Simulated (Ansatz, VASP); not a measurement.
Mg in VASP and in Ansatz

The input INCAR:

```
SYSTEM = Mg
PREC     = Accurate       ! precision mode
ENCUT    = 520            ! plane-wave cutoff, eV
EDIFF    = 1E-6           ! SCF threshold, eV
ISMEAR   = 1              ! smearing method
SIGMA    = 0.025          ! smearing width, eV
LREAL    = .False.        ! projectors in reciprocal space
LASPH    = .True.         ! aspherical terms in the spheres
NELM     = 100            ! most SCF steps
ALGO     = Normal         ! electronic algorithm
ISIF     = 2              ! what is computed and relaxed
LWAVE    = .False.        ! write WAVECAR
LCHARG   = .False.        ! write CHGCAR
GGA      = PE             ! functional
NBANDS   = 7              ! bands
```

The input KPOINTS:

```
regular mesh
0
Gamma
  10 10 10
  0 0 0
```

Contents of POSCAR:

```
Mg
1.0
    0.0000000000      2.2139244980      2.2139244980
    2.2139244980      0.0000000000      2.2139244980
    2.2139244980      2.2139244980      0.0000000000
Mg
1
Direct
    0.0000000000      0.0000000000      0.0000000000
```

input.yaml

```yaml
crystal:
  lattice:
    - [0.0, 2.213924498, 2.213924498]
    - [2.213924498, 0.0, 2.213924498]
    - [2.213924498, 2.213924498, 0.0]
  atoms:
    - { symbol: Mg, position: [0.0, 0.0, 0.0] }
kpoints:
  mp_grid: { grid: [10, 10, 10] }
scf:
  occupations: { method: cold, width: 0.025 }
hamiltonian:
  xc: pbe
  pseudopotentials:
    kind: all_electron
    lapw: { basis_error: 0.001 }
    relativity: none
output:
  forces: true
  stress: true
  eigenvalues: true
```

Change from the starting cell: volume scaled by 0.96.

Alike in both runs: task single point; functional PBE; k mesh 10 × 10 × 10; no spin polarisation.

|  | VASP | Ansatz |
| --- | --- | --- |
| version | VASP 6.6.1 | Ansatz 0.2.0 |
| potentials or method | VASP PAW PBE potentials, release 64 (Mg) | all-electron LAPW, non-relativistic |
| plane-wave cutoff (eV) | 520 | see its input |
| occupations | methfessel-paxton of order 1, width 0.025 eV | cold, width 0.025 eV |

|  | VASP | Ansatz | Ansatz less VASP |
| --- | --- | --- | --- |
| gap on the k mesh at the Fermi level (eV) | none | none | - |
| pressure (GPa) | 2.4 | 2.6 | +0.15 |

A gap of «none» marks a metal or a gap that the smearing closes. Ansatz ran all-electron here, so the differences hold the error of VASP's frozen core and of both bases.
